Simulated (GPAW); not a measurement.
Crystal: Cr.

```
Cr
1.0
     2.71400    0.00000    0.00000
    -1.35700    2.35039    0.00000
     0.00000    0.00000    4.41000
Cr
2
Direct
  0.66667 0.33333 0.75000
  0.33333 0.66667 0.25000
```

This isn't the form of Cr at room conditions, which is bcc.

Alike in all runs: program GPAW 26.7.0; functional LDA; potentials or basis the program's PAW data sets (release 1.2.1) made for this functional; cutoff 600 eV; basis pw; k mesh 11 × 11 × 6; occupations fermi-dirac, width 0.05 eV.

The same cell was started in several ways:

```tsv
start	free energy over the lowest (meV/atom)	net moment (μB)	site or absolute moments (μB)	gap
collinear spin, ferrimagnetic start of up to 3 μB	0.0	1.33	Cr +0.58	none (metal or under the smearing width)
no spin polarisation	2.6	-	-	none (metal or under the smearing width)
collinear spin, antiferromagnetic start of up to 4.5 μB	2.6	0.00	-	none (metal or under the smearing width)
collinear spin, ferromagnetic start of up to 3 μB	0.0	1.33	Cr +0.58	none (metal or under the smearing width)
collinear spin, antiferromagnetic start of up to 3 μB	2.6	0.00	-	none (metal or under the smearing width)
collinear spin, ferromagnetic start of up to 4.5 μB	0.0	1.33	Cr +0.58	none (metal or under the smearing width)
collinear spin, random start of up to 2.16 μB	0.0	1.33	Cr +0.58	none (metal or under the smearing width)
```

The spin-polarised runs without a constraint all converged, yet they end up to 3 meV/atom apart: a converged run can sit in a state that isn't the lowest. Allowing spin polarisation gains 3 meV/atom. A still lower state may exist.

Caveats: the cell is far from rest, so the order of the states can change on relaxing; the starting moments collapsed, and a magnetic state may lie lower (some runs); the moment fell far below its start of 4.5 μB, so a state of higher moment may lie lower in energy (some runs).
